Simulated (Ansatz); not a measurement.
# Co: the order of phases at one pressure

Aim: bring Co in several structures (hcp, omega, diamond, simple hexagonal) to one pressure and rank them by enthalpy. The pressure is set by scaling the first phase. The runs shown use LAPW. Companion runs by PAW are cited.

Method: DFT, PBE, all-electron LAPW, scalar-relativistic, in Ansatz 0.2.0.

### 1 The system as given

It takes space group P6_3/mmc (No. 194, hexagonal). Conventional cell: a = 1.867 Å, b = 1.867 Å, c = 3.036 Å, α = 90.00°, β = 90.00°, γ = 120.00°. Co (site symmetry -6m2) has 12 Co at 1.86 to 1.87 Å as nearest neighbours.

Coordinates:

```xyz
2
Lattice="1.8667 0.0000 0.0000 -0.9334 1.6166 0.0000 0.0000 0.0000 3.0362" Properties=species:S:1:pos:R:3 pbc="T T T"
Co    0.0000    1.0777    0.7591
Co    0.9334    0.5389    2.2772
```

Atoms are numbered in the order of the input: Co1, Co2.

### 2 Hcp relaxed under pressure, LAPW

Contents of input.yaml:

```yaml
crystal:
  lattice:
    - [1.8667173296, 0.0, 0.0]
    - [-0.9333586648, 1.6166246291, 0.0]
    - [0.0, 0.0, 3.0362252159]
  atoms:
    - { symbol: Co, position: [0.3333333333, 0.6666666667, 0.25], spin: 1.7 }
    - { symbol: Co, position: [0.6666666667, 0.3333333333, 0.75], spin: 1.7 }
magnetization:
  spin_polarized: true
kpoints:
  mp_grid: { grid: [23, 23, 13] }
scf:
  occupations: { method: fermi_dirac, width: 0.05 }
hamiltonian:
  xc: pbe
  pseudopotentials: { kind: all_electron, lapw: { basis_error: 0.0005 } }
output:
  forces: true
  stress: true
  eigenvalues: true
relax:
  f_tol: 0.005
  max_steps: 12
  cell: { p_target: 1300.0, stress_tol: 0.65 }
```

Started as:

```sh
ansatz run input.yaml --threads 2 --pin off --max-ram 7168MiB --backend cpu --events-out ev --progress --plain --runs-dir out
```

Log (excerpt; [...] marks lines left out):

```text
[...]
LAPW: plane waves up to 13.348 Å⁻¹, error target 5.0e-4 eV per atom; small_component_spin mean_spin; Co in spheres of 0.903 Å, 25 of its electrons in bands, Dirac shells []
[...]
Pseudopotentials: kind: all_electron
Pseudopotential: Co, LAPW, valence charge 25, Koelling and Harmon's equation, gaussian nucleus
Functional definition: PBE
[...]
Crystal: 2 atoms, lattice volume = 9.163 Å³
Basis set: ecut = 678.8658154675787 eV, 373 PW (Γ), exchange–correlation at level 2
Bands: 33, of which v1, the nominal top of the filled ones, is band 25 counted from 1 (24 counted from 0)
Symmetry: 24 space group operations
Space group: P63/mmc (ITA 194), of the structure as read, at distance tolerance 2.1e-5 Å
Magnetic group: BNS 194.263 (UNI 1493), of the structure as read, at distance tolerance 2.1e-5 Å
k-points: 392 of 6877
[...]
Starting moments: Σ|m| = 3.4 μB on 2 of 2 sites
[...]
SCF iter   1: F=—  HF=-75811.214985 eV  |F-HF|=—  |Δ(HF+E_count)|=         —  Δρ=9.61e-2 (↑9.61e-2 ↓9.36e-2)  dr2=1.15e-2  dr2_m=7.47e-1  M=1.744 μB ∫|m|=1.771 μB  β_m=0.30  ethr=2.28e-5  ⟨swp⟩=3.3  Hψ=181974  notcnv=0
[...]
WARN: the starting moments were not kept: the SCF closed with an absolute magnetisation of 5.3e-7 μB, where they sum to 3.4 μB in size (2 sites). That is at most 0.1 of that sum. Measured as dr2_m measures the in/out step, that magnetisation stands 9.7e-14 eV from none, at or under the [...]
relax step   1: F+E_penalty+E_count = -75812.28235431 eV  Δ(F+E_penalty+E_count) = +0.000e0 eV  max|allowed force component| = 4.163e-17 eV/Å  Δτ_max = 0.0000 Å  P = +1304.302 GPa  Ω = 9.163 Å³  (11 SCF iters, accepted)
[...]
Starting moments: Σ|m| = 3.4 μB on 2 of 2 sites; this step starts from the density that it was given
[...]
SCF iter   4: F=-75812.385765 eV  HF=-75812.385765 eV  |F-HF|=8.67e-9  |Δ(HF+E_count)|=   1.05e-7  Δρ=4.10e-6 (↑4.10e-6 ↓4.10e-6)  dr2=1.81e-9  dr2_m=6.15e-16  M=-0.000 μB ∫|m|=0.000 μB  ethr=1.98e-11 (applied; sched 1.66e-11)  ⟨swp⟩=3.0  Hψ=79233  notcnv=0
[...]
```

### 3 More of the same log: hcp relaxed under pressure, LAPW

Output, continued (excerpt; [...] marks lines left out):

```text
relax step   2: F+E_penalty+E_count = -75812.38576466 eV  Δ(F+E_penalty+E_count) = -1.034e-1 eV  max|allowed force component| = 5.089e-17 eV/Å  Δτ_max = 0.0000 Å  P = +1298.223 GPa  Ω = 9.175 Å³  (4 SCF iters, accepted)
[...]
relax step   3: F+E_penalty+E_count = -75812.35679932 eV  Δ(F+E_penalty+E_count) = +2.897e-2 eV  max|allowed force component| = 1.434e-16 eV/Å  Δτ_max = 0.0000 Å  P = +1299.925 GPa  Ω = 9.172 Å³  (3 SCF iters, accepted)
[...]
relax step   4: F+E_penalty+E_count = -75812.35679934 eV  Δ(F+E_penalty+E_count) = -1.617e-8 eV  max|allowed force component| = 1.434e-16 eV/Å  Δτ_max = 0.0000 Å  P = +1299.927 GPa  Ω = 9.172 Å³  stress off target by 4.60e-1 GPa  SCF on the basis re-selected at this cell (its energy is [...]
SCF converged after 3 iterations
Magnetization: -0.0000 μB (25.0000 up, 25.0000 down)
Absolute magnetization: 0.0000 μB (∫|ρ↑−ρ↓|)
[...]
  atom   1  Co    -0.00000000     0.00000000     0.00000000
  atom   2  Co     0.00000000    -0.00000000    -0.00000000
[...]
--- Stress (GPa, compression-positive) ---
     1300.119780       0.000000      -0.000000
        0.000000    1300.119780      -0.000000
       -0.000000      -0.000000    1299.540116
  P = ⅓ Tr σ = 1299.9266 GPa (12999.266 kbar)
--- Band table (eV; the first three rows and the last of 784) ---
[...]
--- Relaxed structure (3 steps of the walk, 3 accepted, 1 SCFs on fresh bases) ---
  F+E_penalty+E_count = -75812.35679934 eV   max|allowed force component| = 1.434e-16 eV/Å   (the final SCF, on the basis selected at the relaxed cell)
  cell:  # Å, volume = 9.1718 Å³
    - [1.867530734190751, 0.0, -4.402597756682327e-34]
    - [-0.9337653670953755, 1.6173290581573943, 2.728265914917031e-34]
    - [-7.160847607946856e-34, 9.897106450007848e-35, 3.0366131401943246]
  atoms:
    - { symbol: Co, position: [0.33333333333333337, 0.6666666666666667, 0.25000000000000006] }
    - { symbol: Co, position: [0.6666666666666667, 0.33333333333333337, 0.7500000000000002] }
```

Wall time 7.8 min (2 threads of Arm Neoverse V1, shared host); peak memory 2.1 GiB.

The steps of the relaxation:

```csv
step,energy from step 1 (eV/cell),largest force component (eV/Å),pressure (GPa),volume (Å³)
1,0.0000,0.0000,1304.30,9.16
2,-0.1034,0.0000,1298.22,9.18
3,-0.0744,0.0000,1299.93,9.17
4,-0.0744,0.0000,1299.93,9.17
```

Step 1 is the start. Step 4 repeats the geometry before on a plane-wave basis chosen anew for that cell, so the energy can jump there without any move; the table keeps such jumps.

| input's cell | before | after | change |
| --- | --- | --- | --- |
| a (Å) | 1.867 | 1.868 | +0.0 % |
| b (Å) | 1.867 | 1.868 | +0.0 % |
| c (Å) | 3.036 | 3.037 | +0.0 % |
| volume (Å³/atom) | 4.58 | 4.59 | +0.1 % |

Read from it: pressure 1299.93 GPa; no gap.

### 4 Omega relaxed under pressure, LAPW

Contents of input.yaml:

```yaml
crystal:
  lattice:
    - [2.981929219, 0.0, 0.0]
    - [-1.4909646095, 2.582426456, 0.0]
    - [0.0, 0.0, 1.7932394166]
  atoms:
    - { symbol: Co, position: [0.0, 0.0, 0.0], spin: 1.7 }
    - { symbol: Co, position: [0.3333333333, 0.6666666667, 0.5], spin: 1.7 }
    - { symbol: Co, position: [0.6666666667, 0.3333333333, 0.5], spin: 1.7 }
magnetization:
  spin_polarized: true
kpoints:
  mp_grid: { grid: [12, 12, 17] }
scf:
  occupations: { method: fermi_dirac, width: 0.05 }
hamiltonian:
  xc: pbe
  pseudopotentials: { kind: all_electron, lapw: { basis_error: 0.0005 } }
output:
  forces: true
  stress: true
  eigenvalues: true
relax:
  f_tol: 0.005
  max_steps: 12
  cell: { p_target: 1300.0, stress_tol: 0.65 }
```

Started as:

```sh
ansatz run input.yaml --threads 2 --pin off --max-ram 7168MiB --backend cpu --events-out ev --progress --plain --runs-dir out
```

Log (excerpt; [...] marks lines left out):

```text
[...]
LAPW: plane waves up to 14.509 Å⁻¹, error target 5.0e-4 eV per atom; small_component_spin mean_spin; Co in spheres of 0.835 Å, 25 of its electrons in bands, Dirac shells []
[...]
[... 3 set-up lines as earlier in the session ...]
[...]
Crystal: 3 atoms, lattice volume = 13.809 Å³
Basis set: ecut = 802.0500599331128 eV, 693 PW (Γ), exchange–correlation at level 2
Bands: 49, of which v1, the nominal top of the filled ones, is band 38 counted from 1 (37 counted from 0)
[... 1 set-up line as earlier in the session ...]
Space group: P6/mmm (ITA 191), of the structure as read, at distance tolerance 2.4e-5 Å
Magnetic group: BNS 191.233 (UNI 1463), of the structure as read, at distance tolerance 2.4e-5 Å
k-points: 171 of 2448
[...]
Starting moments: Σ|m| = 5.1 μB on 3 of 3 sites
[...]
SCF iter   1: F=—  HF=-113715.901842 eV  |F-HF|=—  |Δ(HF+E_count)|=         —  Δρ=9.17e-2 (↑9.17e-2 ↓9.01e-2)  dr2=2.70e-2  dr2_m=1.03e0  M=2.782 μB ∫|m|=2.808 μB  β_m=0.30  ethr=3.58e-5  ⟨swp⟩=3.0  Hψ=112264  notcnv=0
[...]
the basis was enlarged: its passes take 1.6 MiB over the memory plan, 2 of 2 planned eigensolver slots
[...]
WARN: the starting moments were not kept: the SCF closed with an absolute magnetisation of 5.6e-7 μB, where they sum to 5.1 μB in size (3 sites). That is at most 0.1 of that sum. Measured as dr2_m measures the in/out step, that magnetisation stands 7.5e-14 eV from none, at or under the [...]
relax step   1: F+E_penalty+E_count = -113717.29696884 eV  Δ(F+E_penalty+E_count) = +0.000e0 eV  max|allowed force component| = 1.573e-16 eV/Å  Δτ_max = 0.0000 Å  P = +1305.826 GPa  Ω = 13.809 Å³  (13 SCF iters, accepted)
[...]
relax step   2: F+E_penalty+E_count = -113717.50804287 eV  Δ(F+E_penalty+E_count) = -2.111e-1 eV  max|allowed force component| = 1.126e-16 eV/Å  Δτ_max = 0.0000 Å  P = +1297.641 GPa  Ω = 13.835 Å³  (5 SCF iters, accepted)
[...]
SCF iter   1: F=—  HF=-113717.447743 eV  |F-HF|=—  |Δ(HF+E_count)|=         —  Δρ=3.29e-5 (↑3.29e-5 ↓3.29e-5)  dr2=1.81e-7  dr2_m=2.31e-15  M=0.000 μB ∫|m|=0.000 μB  β_m=0.65  ethr=1.43e-10  ⟨swp⟩=5.0  Hψ=96523  notcnv=0
```

### 5 More of the same log: omega relaxed under pressure, LAPW

The log, continued (excerpt; [...] marks lines left out):

```text
[...]
SCF iter   2: F=—  HF=-113717.447743 eV  |F-HF|=—  |Δ(HF+E_count)|=   3.60e-7  Δρ=3.89e-6 (↑3.89e-6 ↓3.89e-6)  dr2=4.76e-9  dr2_m=9.13e-16  M=0.000 μB ∫|m|=0.000 μB  β_m=0.39  ethr=1.87e-11 (applied; sched 6.34e-12)  ⟨swp⟩=2.0  Hψ=84584  notcnv=0
[...]
relax step   3: F+E_penalty+E_count = -113717.44774250 eV  Δ(F+E_penalty+E_count) = +6.030e-2 eV  max|allowed force component| = 2.961e-16 eV/Å  Δτ_max = 0.0000 Å  P = +1299.983 GPa  Ω = 13.828 Å³  (4 SCF iters, accepted)
[...]
relax step   4: F+E_penalty+E_count = -113717.44774285 eV  Δ(F+E_penalty+E_count) = -3.498e-7 eV  max|allowed force component| = 2.930e-16 eV/Å  Δτ_max = 0.0000 Å  P = +1299.983 GPa  Ω = 13.828 Å³  stress off target by 2.21e-1 GPa  SCF on the basis re-selected at this cell (its energy is [...]
SCF converged after 3 iterations
Magnetization: 0.0000 μB (37.5000 up, 37.5000 down)
[...]
  atom   3  Co    -0.00000000    -0.00000000     0.00000000
[...]
--- Stress (GPa, compression-positive) ---
     1299.863558       0.000000       0.000000
        0.000000    1299.863558       0.000000
        0.000000       0.000000    1300.220867
  P = ⅓ Tr σ = 1299.9827 GPa (12999.827 kbar)
--- Band table (eV; the first three rows and the last of 342) ---
[...]
--- Relaxed structure (3 steps of the walk, 3 accepted, 1 SCFs on fresh bases) ---
  F+E_penalty+E_count = -113717.44774285 eV   max|allowed force component| = 2.930e-16 eV/Å   (the final SCF, on the basis selected at the relaxed cell)
  cell:  # Å, volume = 13.8276 Å³
    - [2.9831017390239527, 0.0, 0.0]
    - [-1.4915508695119764, 2.58344188806828, 0.0]
    - [0.0, 0.0, 1.7942357089219054]
  atoms:
    - { symbol: Co, position: [1.6119578868347458e-35, 2.5247864532546915e-36, 0.0] }
    - { symbol: Co, position: [0.33333333333333326, 0.6666666666666665, 0.49999999999999994] }
    - { symbol: Co, position: [0.6666666666666666, 0.33333333333333326, 0.49999999999999994] }
```

Run time: 9.5 min. Hardware: 2 threads of Arm Neoverse V1, shared host; peak memory 1.8 GiB.

Step by step:

```csv
step,energy from step 1 (eV/cell),largest force component (eV/Å),pressure (GPa),volume (Å³)
1,0.0000,0.0000,1305.83,13.81
2,-0.2111,0.0000,1297.64,13.84
3,-0.1508,0.0000,1299.98,13.83
4,-0.1508,0.0000,1299.98,13.83
```

Step 1 is the start. Step 4 repeats the geometry before on a plane-wave basis chosen anew for that cell, so the energy can jump there without any move; the table keeps such jumps.

| input's cell | before | after | change |
| --- | --- | --- | --- |
| a (Å) | 2.982 | 2.983 | +0.0 % |
| b (Å) | 2.982 | 2.983 | +0.0 % |
| c (Å) | 1.793 | 1.794 | +0.1 % |
| volume (Å³/atom) | 4.60 | 4.61 | +0.1 % |

Read from it: pressure 1299.98 GPa; no gap.

[end of part 1 of 2]
